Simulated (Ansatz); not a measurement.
## Residual resistivity of an alloy: Mo(100) with 4 layers of random Mo-Ru, 2x2

Aim: the residual resistivity of a random alloy, from Mo(100) with 4 layers of random Mo-Ru, 2x2 and longer regions.

Method: Ansatz plane-wave DFT, PBE, PAW files; ballistic transport by layer matching (Landauer), zero bias; PAW set soft_1, in Ansatz 0.2.0.

**1. Set-up**

The cell holds 56 atoms: 52 Mo and 4 Ru. Cell: a = 6.294 Å, b = 6.294 Å, c = 22.029 Å, α = 90.0°, β = 90.0°, γ = 90.0°. It derives from Mo. Regions: lead, 40 atoms (40 Mo); scattering region, 16 atoms (4 Ru and 12 Mo). The structure is stacked along c, and the current runs across the ab planes.

**2. With 4 alloy layers**

In 4 layers a share of 0.25 of the sites is given to Ru at random. The layers about the cell's end stay perfect and serve as the lead. Disorder leaves little or no symmetry, which makes such runs dear. Energies from -0.05 to 0.05 eV in steps of 0.05 eV are too few for the program's thermal sum, so it prints no conductance; for a metal the transmission near the Fermi level serves, at a fraction of the cost.

File input.yaml:

```yaml
crystal:
  lattice:
    - [6.294, 0.0, 0.0]
    - [0.0, 6.294, 0.0]
    - [0.0, 0.0, 22.029]
  atoms:
    - { symbol: Mo, position: [0.0, 0.0, 0.0357142857] }
    - { symbol: Mo, position: [0.0, 0.5, 0.0357142857] }
    - { symbol: Mo, position: [0.5, 0.0, 0.0357142857] }
    - { symbol: Mo, position: [0.5, 0.5, 0.0357142857] }
    - { symbol: Mo, position: [0.25, 0.25, 0.1071428571] }
    - { symbol: Mo, position: [0.25, 0.75, 0.1071428571] }
    - { symbol: Mo, position: [0.75, 0.25, 0.1071428571] }
    - { symbol: Mo, position: [0.75, 0.75, 0.1071428571] }
    - { symbol: Mo, position: [0.0, 0.0, 0.1785714286] }
    - { symbol: Mo, position: [0.0, 0.5, 0.1785714286] }
    - { symbol: Mo, position: [0.5, 0.0, 0.1785714286] }
    - { symbol: Mo, position: [0.5, 0.5, 0.1785714286] }
    - { symbol: Mo, position: [0.25, 0.25, 0.25] }
    - { symbol: Mo, position: [0.25, 0.75, 0.25] }
    - { symbol: Mo, position: [0.75, 0.25, 0.25] }
    - { symbol: Mo, position: [0.75, 0.75, 0.25] }
    - { symbol: Mo, position: [0.0, 0.0, 0.3214285714] }
    - { symbol: Mo, position: [0.0, 0.5, 0.3214285714] }
    - { symbol: Mo, position: [0.5, 0.0, 0.3214285714] }
    - { symbol: Mo, position: [0.5, 0.5, 0.3214285714] }
    - { symbol: Ru, position: [0.25, 0.25, 0.3928571429] }
    - { symbol: Mo, position: [0.25, 0.75, 0.3928571429] }
    - { symbol: Mo, position: [0.75, 0.25, 0.3928571429] }
    - { symbol: Mo, position: [0.75, 0.75, 0.3928571429] }
    - { symbol: Mo, position: [0.0, 0.0, 0.4642857143] }
    - { symbol: Mo, position: [0.0, 0.5, 0.4642857143] }
    - { symbol: Ru, position: [0.5, 0.0, 0.4642857143] }
    - { symbol: Mo, position: [0.5, 0.5, 0.4642857143] }
    - { symbol: Mo, position: [0.25, 0.25, 0.5357142857] }
    - { symbol: Mo, position: [0.25, 0.75, 0.5357142857] }
    - { symbol: Mo, position: [0.75, 0.25, 0.5357142857] }
    - { symbol: Mo, position: [0.75, 0.75, 0.5357142857] }
    - { symbol: Ru, position: [0.0, 0.0, 0.6071428571] }
    - { symbol: Mo, position: [0.0, 0.5, 0.6071428571] }
    - { symbol: Mo, position: [0.5, 0.0, 0.6071428571] }
    - { symbol: Ru, position: [0.5, 0.5, 0.6071428571] }
    - { symbol: Mo, position: [0.25, 0.25, 0.6785714286] }
    - { symbol: Mo, position: [0.25, 0.75, 0.6785714286] }
    - { symbol: Mo, position: [0.75, 0.25, 0.6785714286] }
    - { symbol: Mo, position: [0.75, 0.75, 0.6785714286] }
    - { symbol: Mo, position: [0.0, 0.0, 0.75] }
    - { symbol: Mo, position: [0.0, 0.5, 0.75] }
    - { symbol: Mo, position: [0.5, 0.0, 0.75] }
    - { symbol: Mo, position: [0.5, 0.5, 0.75] }
    - { symbol: Mo, position: [0.25, 0.25, 0.8214285714] }
    - { symbol: Mo, position: [0.25, 0.75, 0.8214285714] }
    - { symbol: Mo, position: [0.75, 0.25, 0.8214285714] }
    - { symbol: Mo, position: [0.75, 0.75, 0.8214285714] }
    - { symbol: Mo, position: [0.0, 0.0, 0.8928571429] }
    - { symbol: Mo, position: [0.0, 0.5, 0.8928571429] }
    - { symbol: Mo, position: [0.5, 0.0, 0.8928571429] }
    - { symbol: Mo, position: [0.5, 0.5, 0.8928571429] }
    - { symbol: Mo, position: [0.25, 0.25, 0.9642857143] }
    - { symbol: Mo, position: [0.25, 0.75, 0.9642857143] }
    - { symbol: Mo, position: [0.75, 0.25, 0.9642857143] }
    - { symbol: Mo, position: [0.75, 0.75, 0.9642857143] }
kpoints:
  mp_grid: { grid: [4, 4, 1] }
hamiltonian:
  xc: pbe
  pseudopotentials: { kind: paw, azcp: { folder: soft_1 } }
scf:
  occupations: { method: fermi_dirac, width: 0.1 }
output:
  transmission: { leads: [[0, 4]], kmesh: [8, 8], e_range: [-0.05, 0.05], de: 0.05 }
  write_potential: true
  write_density: true
  volumetric_format: npy
```

The run is started by

```
> ansatz run input.yaml --threads 4 --pin off --max-ram 15360MiB --backend cpu --events-out ev --progress --plain --runs-dir out
```

Numbers of over 12 decimals in the logs are rounded to 6 here.

The program printed:

```text
Engine: ansatz 0.2.0, aarch64-unknown-linux-gnu
Pseudopotentials: kind: paw
Pseudopotential: Mo, paw, valence charge 14, recommended cutoff 420 eV (normal), soft_1/Mo.paw.azcp
Pseudopotential: Ru, paw, valence charge 16, recommended cutoff 420 eV (normal), soft_1/Ru.paw.azcp
Functional definition: PBE
  parameter kappa = 0.804
  parameter beta = 0.066725
  exchange = pbe_x(kappa = kappa, mu = beta*pi^2/3)
  correlation = pbe_c(beta = beta)
Crystal: 56 atoms, lattice volume = 872.666 Å³
Basis set: ecut = 420 eV, 17109 PW (Γ)
Bands: 476, of which v1, the nominal top of the filled ones, is band 396 counted from 1 (395 counted from 0)
Symmetry: 2 space group operations
Space group: Cm (ITA 8), of the structure as read, at distance tolerance 9.6e-5 Å
k-points: 7 of 16 (time reversal used)
Non-local potential: Mo, projectors of the file, l = 0: 3, l = 1: 2, l = 2: 2, l = 3: 1
Non-local potential: Ru, projectors of the file, l = 0: 3, l = 1: 2, l = 2: 2, l = 3: 1
PAW form: soft (Blöchl's): semilocal exchange-correlation on the pseudo side does not see the compensation charge
PAW one-centre angular grid: Mo, 590 points (default); XC on 64 Gauss nodes
PAW one-centre angular grid: Ru, 590 points (default); XC on 64 Gauss nodes
Initial density: superposition of atomic densities (chi_scale 0.1, normalization cell, long waves kept (reshape's long-wave potential 0.33 eV rms))
Initial wavefunctions: pseudopotential atomic-orbital guess
Functional: x = pbe(κ = 0.804, μ = 0.219515), c = pbe(β = 0.066725)
SCF iter   1: F=—  HF=-281268.833860 eV  |F-HF|=—  |Δ(HF+E_count)|=         —  Δρ=1.17e-1  dr2=6.84e2  ethr=3.10e-3  ⟨swp⟩=4.6  Hψ=10140  notcnv=0
preconditioner: auto → Kerker (q_TF=auto, 2.685 Å⁻¹)  [metal: Δε(μ)=0.027 eV  Ē_g=4.630 eV  σ=0.100 eV  W_gap=0.07  n_scr=294 (ndim 8)  ℏωp=23.3 eV  f_vac=0.000  D(μ)=44.34/eV (n_scr^D=408)]
SCF iter   2: F=—  HF=-281238.368039 eV  |F-HF|=—  |Δ(HF+E_count)|=    3.05e1  Δρ=6.27e-2  dr2=2.42e2  ethr=3.10e-3  ⟨swp⟩=2.0  Hψ=6776  notcnv=0
SCF iter   3: F=—  HF=-281227.920806 eV  |F-HF|=—  |Δ(HF+E_count)|=    1.04e1  Δρ=1.38e-2  dr2=5.89e0  ethr=3.10e-3  ⟨swp⟩=3.0  Hψ=10232  notcnv=0
SCF iter   4: F=—  HF=-281227.753074 eV  |F-HF|=—  |Δ(HF+E_count)|=   1.68e-1  Δρ=3.66e-3  dr2=1.63e0  ethr=7.44e-4  ⟨swp⟩=4.0  Hψ=3871  notcnv=0
SCF iter   5: F=—  HF=-281227.749272 eV  |F-HF|=—  |Δ(HF+E_count)|=   3.80e-3  Δρ=1.82e-3  dr2=7.41e-1  ethr=2.06e-4  ⟨swp⟩=1.4  Hψ=3551  notcnv=0
SCF iter   6: F=—  HF=-281227.743118 eV  |F-HF|=—  |Δ(HF+E_count)|=   6.15e-3  Δρ=9.91e-4  dr2=1.84e-1  ethr=9.36e-5  ⟨swp⟩=1.0  Hψ=3332  notcnv=0
SCF iter   7: F=—  HF=-281227.741366 eV  |F-HF|=—  |Δ(HF+E_count)|=   1.75e-3  Δρ=2.43e-4  dr2=1.35e-2  ethr=2.32e-5  ⟨swp⟩=1.0  Hψ=3332  notcnv=0
SCF iter   8: F=—  HF=-281227.741249 eV  |F-HF|=—  |Δ(HF+E_count)|=   1.17e-4  Δρ=1.69e-5  dr2=6.67e-5  ethr=1.71e-6  ⟨swp⟩=1.0  Hψ=3332  notcnv=0
SCF iter   9: F=—  HF=-281227.740318 eV  |F-HF|=—  |Δ(HF+E_count)|=   9.32e-4  Δρ=4.60e-6  dr2=2.95e-7  ethr=8.42e-9  ⟨swp⟩=1.3  Hψ=3409  notcnv=0
SCF iter  10: F=-281227.740318 eV  HF=-281227.740318 eV  |F-HF|=4.09e-8  |Δ(HF+E_count)|=   7.00e-8  Δρ=9.65e-7  dr2=4.43e-8  ethr=1.26e-11  ⟨swp⟩=7.3  Hψ=8218  notcnv=0
SCF 1 converged in 10 iterations: F = -281227.740318 eV  dr2 = 4.43e-8
  greatest PAW one-centre occupation: 1.000 electrons in one spin orbital (limit 2), on the Ru atom at site 35 (counted from 0), in its partial waves of l = 0
transmission: 96 of 945 steps passed
transmission: 189 of 945 steps passed
[...]
transmission: 945 of 945 steps passed
SCF converged after 10 iterations
Free energy (F): -281227.740318 eV
Harris-Foulkes:  -281227.740318 eV  (|F-HF|=4.09e-8)
Internal energy: -281226.032788 eV  (E = F + TS)
E sigma→0 (E₀):  -281226.886553 eV
Entropy (-TS):   -1.707530 eV (-30.492 meV/atom)
Fermi energy:    21.112416 eV
--- Per-component energies (eV) ---
  E_band       = -3236.768099
  E_kinetic    = 23793.928312
  E_local      = -45967.605684  (includes V_loc(G=0)·N_el)
  E_nonlocal   = 9353.219772
  E_hartree    = 15662.495474
  E_xc         = -9847.854752
  E_vxc        = -12290.115775  (∫ρ·V_xc dr)
  E_paw        = -181019.911474  (= ΣΔE_a)
  E_vpaw       = -9451.195674  (= ΣTr[D̂ρ^β])
  E_aug_tail   = 0.005095  (compensation charges beyond the density's cutoff)
  E_ewald      = -93200.309532
  E_smearing   = -1.707530  (= −TS)
  E_closure    = 0.000000  (closes the sum)
  Σ components = -281227.740318   (vs F -281227.740318, Δ=0.00e0)
--- Band table (eV; the first three rows and the last of 7) ---
  k-point 0: bands = [... 392 lower, 21.0495, 21.0551, 21.0671, 21.0911, 21.1911, 21.3427, 21.4401, 21.5199, ... 76 higher]
  k-point 1: bands = [... 392 lower, 21.0459, 21.0732, 21.0802, 21.0985, 21.1122, 21.1329, 21.1543, 21.1672, ... 76 higher]
  k-point 2: bands = [... 392 lower, 21.0169, 21.0511, 21.0693, 21.1170, 21.1309, 21.1644, 21.2257, 21.2419, ... 76 higher]
  k-point 6: bands = [... 392 lower, 21.1165, 21.1817, 21.2174, 21.2795, 21.2857, 21.4717, 21.5339, 21.5463, ... 76 higher]
--- Transmission ---
  basis      : 349 plane waves across, 45 finite elements along
  points     : 21, standing for a mesh of 8 x 8
  energies   : 3 from -0.050000 to 0.050000 eV about the Fermi level, 0.050000 eV apart; the leads are filled to 0.000000 eV, and channels, transmission and decay are at 0.000000 eV
  crystal 0  : Mo4, at the sites [0, 4], period 1.5735 Å, over 15.73 Å; its Hamiltonian steps by up to 17.8 meV
    offset         : up to 0.0000 Å between an atom of the period and one for which it stands
    channels       : 6.781250e0 a spin
    conductance    : none, the energies end too early or step too widely for 300 K: set another output.transmission.e_range or a lower de, or, where they end at an eighth of basis.ecutwfc, a higher one
    slowest decay  : 0.0497 /Å at (0.5000, 0.3750)
  junction   : crystal 0 to crystal 0, 0.70 to 21.15 Å
    transmission   : 4.633194e0 a spin
    conductance    : none, the energies end too early or step too widely for 300 K: set another output.transmission.e_range or a lower de, or, where they end at an eighth of basis.ecutwfc, a higher one
```

It took 7.9 min on 4 threads of Arm Neoverse V2, shared host; peak memory 7.5 GiB; 30 min of CPU time.

Numbers from this step:

```yaml
free_energy: -281227.7403 eV
energy_at_zero_smearing: -281226.8866 eV
fermi_energy: 21.11 eV
cell_area: 39.61 Å²
transmission_per_spin_nearest_the_fermi_level: 4.633
open_channels_per_spin_nearest_the_fermi_level: 6.781
step_of_the_lead_s_potential: 17.8 meV
```

Per spin. The transmission, zone mean by energy, zero at the Fermi level:

```
energy (eV)  transmission, zone mean
    -0.0500                     4.64
     0.0000                     4.63
     0.0500                     4.64
```

Per spin. The open channels, zone mean, lead by energy, zero at the Fermi level:

```
energy (eV)  open channels, zone mean, lead
    -0.0500                            6.59
     0.0000                            6.78
     0.0500                            6.84
```

Transmission over k1 and k2. At 0.0000 eV from the Fermi level.

Values, 8 rows by 8 columns:
```
 0.0  1.0  1.7  3.2  4.3  3.7  1.5  0.9
 2.3  1.7  3.1  7.5  9.6  7.7  3.6  1.5
 3.5  3.2  7.5  9.8 10.6 10.0  7.7  3.7
 3.4  4.3  9.6 10.6 10.8 10.6  9.6  4.3
 3.5  3.7  7.7 10.0 10.6  9.8  7.5  3.2
 2.3  1.5  3.6  7.7  9.6  7.5  3.1  1.7
 0.0  0.9  1.5  3.7  4.3  3.2  1.7  1.0
 0.0  0.0  2.3  3.5  3.4  3.5  2.3  0.0
```
Columns: k1 (b1) from -0.5 to 0.375; rows upwards: k2 (b2) from -0.5 to 0.375.

Open channels over k1 and k2. At 0.0000 eV from the Fermi level.

Values, 8 rows by 8 columns:
```
 0.0  1.0  2.0  5.0  7.0  5.0  2.0  1.0
 4.0  2.0  6.0 12.0 15.0 12.0  6.0  2.0
 4.0  5.0 12.0 14.0 14.0 14.0 12.0  5.0
 4.0  7.0 15.0 14.0 14.0 14.0 15.0  7.0
 4.0  5.0 12.0 14.0 14.0 14.0 12.0  5.0
 4.0  2.0  6.0 12.0 15.0 12.0  6.0  2.0
 0.0  1.0  2.0  5.0  7.0  5.0  2.0  1.0
 0.0  0.0  4.0  4.0  4.0  4.0  4.0  0.0
```
Columns: k1 (b1) from -0.5 to 0.375; rows upwards: k2 (b2) from -0.5 to 0.375.

Over the solved energies the transmission per spin lies between 4.63 and 4.64, out of 6.74 channels of the lead on average (up to 6.84).

**3. With 8 alloy layers**

In 8 layers a share of 0.25 of the sites is given to Ru at random. A fresh draw is used; the growth of the resistance with length is what counts.

System of this step: Mo(100) with 8 layers of random Mo-Ru, 2x2. The cell holds 72 atoms: 64 Mo and 8 Ru. Its edges and angles: a = 6.294 Å, b = 6.294 Å, c = 28.323 Å, α = 90.0°, β = 90.0°, γ = 90.0°. It derives from Mo. Regions: lead, 40 atoms (40 Mo); scattering region, 32 atoms (24 Mo and 8 Ru). The structure is stacked along c, and the current runs across the ab planes.

File input.yaml:

```yaml
crystal:
  lattice:
    - [6.294, 0.0, 0.0]
    - [0.0, 6.294, 0.0]
    - [0.0, 0.0, 28.323]
  atoms:
    - { symbol: Mo, position: [0.0, 0.0, 0.0277777778] }
    - { symbol: Mo, position: [0.0, 0.5, 0.0277777778] }
    - { symbol: Mo, position: [0.5, 0.0, 0.0277777778] }
    - { symbol: Mo, position: [0.5, 0.5, 0.0277777778] }
    - { symbol: Mo, position: [0.25, 0.25, 0.0833333333] }
    - { symbol: Mo, position: [0.25, 0.75, 0.0833333333] }
    - { symbol: Mo, position: [0.75, 0.25, 0.0833333333] }
    - { symbol: Mo, position: [0.75, 0.75, 0.0833333333] }
    - { symbol: Mo, position: [0.0, 0.0, 0.1388888889] }
    - { symbol: Mo, position: [0.0, 0.5, 0.1388888889] }
    - { symbol: Mo, position: [0.5, 0.0, 0.1388888889] }
    - { symbol: Mo, position: [0.5, 0.5, 0.1388888889] }
    - { symbol: Mo, position: [0.25, 0.25, 0.1944444444] }
    - { symbol: Mo, position: [0.25, 0.75, 0.1944444444] }
    - { symbol: Mo, position: [0.75, 0.25, 0.1944444444] }
    - { symbol: Mo, position: [0.75, 0.75, 0.1944444444] }
    - { symbol: Mo, position: [0.0, 0.0, 0.25] }
    - { symbol: Mo, position: [0.0, 0.5, 0.25] }
    - { symbol: Mo, position: [0.5, 0.0, 0.25] }
    - { symbol: Mo, position: [0.5, 0.5, 0.25] }
    - { symbol: Mo, position: [0.25, 0.25, 0.3055555556] }
    - { symbol: Mo, position: [0.25, 0.75, 0.3055555556] }
    - { symbol: Mo, position: [0.75, 0.25, 0.3055555556] }
    - { symbol: Mo, position: [0.75, 0.75, 0.3055555556] }
    - { symbol: Mo, position: [0.0, 0.0, 0.3611111111] }
    - { symbol: Mo, position: [0.0, 0.5, 0.3611111111] }
    - { symbol: Mo, position: [0.5, 0.0, 0.3611111111] }
    - { symbol: Mo, position: [0.5, 0.5, 0.3611111111] }
    - { symbol: Mo, position: [0.25, 0.25, 0.4166666667] }
    - { symbol: Ru, position: [0.25, 0.75, 0.4166666667] }
    - { symbol: Mo, position: [0.75, 0.25, 0.4166666667] }
    - { symbol: Mo, position: [0.75, 0.75, 0.4166666667] }
    - { symbol: Ru, position: [0.0, 0.0, 0.4722222222] }
    - { symbol: Mo, position: [0.0, 0.5, 0.4722222222] }
    - { symbol: Mo, position: [0.5, 0.0, 0.4722222222] }
    - { symbol: Ru, position: [0.5, 0.5, 0.4722222222] }
    - { symbol: Ru, position: [0.25, 0.25, 0.5277777778] }
    - { symbol: Mo, position: [0.25, 0.75, 0.5277777778] }
    - { symbol: Mo, position: [0.75, 0.25, 0.5277777778] }
    - { symbol: Mo, position: [0.75, 0.75, 0.5277777778] }
    - { symbol: Mo, position: [0.0, 0.0, 0.5833333333] }
    - { symbol: Mo, position: [0.0, 0.5, 0.5833333333] }
    - { symbol: Mo, position: [0.5, 0.0, 0.5833333333] }
    - { symbol: Mo, position: [0.5, 0.5, 0.5833333333] }
    - { symbol: Mo, position: [0.25, 0.25, 0.6388888889] }
    - { symbol: Ru, position: [0.25, 0.75, 0.6388888889] }
    - { symbol: Mo, position: [0.75, 0.25, 0.6388888889] }
    - { symbol: Mo, position: [0.75, 0.75, 0.6388888889] }
    - { symbol: Ru, position: [0.0, 0.0, 0.6944444444] }
    - { symbol: Mo, position: [0.0, 0.5, 0.6944444444] }
    - { symbol: Ru, position: [0.5, 0.0, 0.6944444444] }
    - { symbol: Ru, position: [0.5, 0.5, 0.6944444444] }
    - { symbol: Mo, position: [0.25, 0.25, 0.75] }
    - { symbol: Mo, position: [0.25, 0.75, 0.75] }
    - { symbol: Mo, position: [0.75, 0.25, 0.75] }
    - { symbol: Mo, position: [0.75, 0.75, 0.75] }
    - { symbol: Mo, position: [0.0, 0.0, 0.8055555556] }
    - { symbol: Mo, position: [0.0, 0.5, 0.8055555556] }
    - { symbol: Mo, position: [0.5, 0.0, 0.8055555556] }
    - { symbol: Mo, position: [0.5, 0.5, 0.8055555556] }
    - { symbol: Mo, position: [0.25, 0.25, 0.8611111111] }
    - { symbol: Mo, position: [0.25, 0.75, 0.8611111111] }
    - { symbol: Mo, position: [0.75, 0.25, 0.8611111111] }
    - { symbol: Mo, position: [0.75, 0.75, 0.8611111111] }
    - { symbol: Mo, position: [0.0, 0.0, 0.9166666667] }
    - { symbol: Mo, position: [0.0, 0.5, 0.9166666667] }
    - { symbol: Mo, position: [0.5, 0.0, 0.9166666667] }
    - { symbol: Mo, position: [0.5, 0.5, 0.9166666667] }
    - { symbol: Mo, position: [0.25, 0.25, 0.9722222222] }
    - { symbol: Mo, position: [0.25, 0.75, 0.9722222222] }
    - { symbol: Mo, position: [0.75, 0.25, 0.9722222222] }
    - { symbol: Mo, position: [0.75, 0.75, 0.9722222222] }
kpoints:
  mp_grid: { grid: [4, 4, 1] }
hamiltonian:
  xc: pbe
  pseudopotentials: { kind: paw, azcp: { folder: soft_1 } }
scf:
  occupations: { method: fermi_dirac, width: 0.1 }
output:
  transmission: { leads: [[0, 4]], kmesh: [8, 8], e_range: [-0.05, 0.05], de: 0.05 }
  write_potential: true
  write_density: true
  volumetric_format: npy
```

The program printed:

```text
[...]
Crystal: 72 atoms, lattice volume = 1122.000 Å³
Basis set: ecut = 420 eV, 21955 PW (Γ)
Bands: 615, of which v1, the nominal top of the filled ones, is band 512 counted from 1 (511 counted from 0)
Symmetry: 1 space group operations
[...]
k-points: 10 of 16 (time reversal used)
[...]
SCF iter   1: F=—  HF=-364291.037547 eV  |F-HF|=—  |Δ(HF+E_count)|=         —  Δρ=1.34e-1  dr2=5.47e3  ethr=3.10e-3  ⟨swp⟩=4.7  Hψ=19017  notcnv=0
[...]
SCF iter  11: F=-364213.754599 eV  HF=-364213.754599 eV  |F-HF|=1.34e-9  |Δ(HF+E_count)|=   3.84e-9  Δρ=2.73e-7  dr2=1.62e-9  ethr=2.84e-12  ⟨swp⟩=1.0  Hψ=17932  notcnv=0
SCF 1 converged in 11 iterations: F = -364213.754599 eV  dr2 = 1.62e-9
[...]
transmission: 192 of 1904 steps passed
transmission: 381 of 1904 steps passed
[...]
transmission: 1904 of 1904 steps passed
SCF converged after 11 iterations
Free energy (F): -364213.754599 eV
[...]
Internal energy: -364211.837070 eV  (E = F + TS)
E sigma→0 (E₀):  -364212.795835 eV
Entropy (-TS):   -1.917529 eV (-26.632 meV/atom)
Fermi energy:    21.036164 eV
[...]
--- Band table (eV; the first three rows and the last of 10) ---
  k-point 0: bands = [... 508 lower, 20.9630, 21.0958, 21.1146, 21.1310, 21.2006, 21.2391, 21.2828, 21.3182, ... 99 higher]
  k-point 1: bands = [... 508 lower, 20.9062, 20.9179, 20.9549, 20.9667, 20.9759, 21.0267, 21.0420, 21.0763, ... 99 higher]
  k-point 2: bands = [... 508 lower, 20.8404, 20.9262, 20.9931, 21.0148, 21.0381, 21.1342, 21.2123, 21.2261, ... 99 higher]
  k-point 9: bands = [... 508 lower, 21.0976, 21.1024, 21.1386, 21.1640, 21.2532, 21.2812, 21.3222, 21.3970, ... 99 higher]
--- Transmission ---
  basis      : 349 plane waves across, 56 finite elements along
  points     : 34, standing for a mesh of 8 x 8
[...]
channels       : 6.593750e0 a spin
[...]
slowest decay  : 0.0463 /Å at (0.5000, 0.3750)
  junction   : crystal 0 to crystal 0, 2.27 to 29.02 Å
    transmission   : 3.595133e0 a spin
[...]
```

The job ended after 18 min (4 threads; peak memory 7.9 GiB).

Numbers from this step:

```
free energy                                    : -364213.7546 eV
energy at zero smearing                        : -364212.7958 eV
Fermi energy                                   : 21.04 eV
transmission per spin nearest the Fermi level  : 3.595
open channels per spin nearest the Fermi level : 6.594
step of the lead's potential                   : 6.7 meV
```

Per spin. The transmission, zone mean by energy, zero at the Fermi level:

```
energy (eV)  transmission, zone mean
    -0.0500                     3.61
     0.0000                     3.60
     0.0500                     3.64
```

Over the solved energies the transmission per spin lies between 3.60 and 3.64, out of 6.66 channels of the lead on average (up to 6.84).

(Part 1 of 2 ends here.)

[Logs are printed without paths, hosts, clocks, repeated set-up lines and the standing remarks that a program may print on its own settings, such as how far it seeks lower states.]

[Hosts, paths, dates, database ids (printed as entryN), source tags and the programs' standing remarks are cut or masked in the printed files.]
